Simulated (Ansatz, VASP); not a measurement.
ZnS: VASP beside Ansatz

```
Zn S
1.0
     0.00000    2.68650    2.68650
     2.68650    0.00000    2.68650
     2.68650    2.68650    0.00000
Zn S
1 1
Direct
  0.00000 0.00000 0.00000
  0.75000 0.75000 0.75000
```

Change from the starting cell: volume scaled by 0.98.

Alike in both runs: task single point; functional PBE; k mesh 9 × 9 × 9; occupations fermi-dirac, width 0.01 eV; no spin polarisation.

```csv
,VASP,Ansatz
version,VASP 6.6.1,Ansatz 0.2.0
potentials or method,"VASP PAW PBE potentials, release 64 (Zn, S), cutoff 520 eV","all-electron LAPW, scalar-relativistic"
```

```csv
,VASP,Ansatz,Ansatz less VASP
gap on the k mesh at the Fermi level (eV),2.19,2.19,-0.003
pressure (GPa),3.1,3.0,-0.17
```

Ansatz ran all-electron here, so the differences hold the error of VASP's frozen core and of both bases.
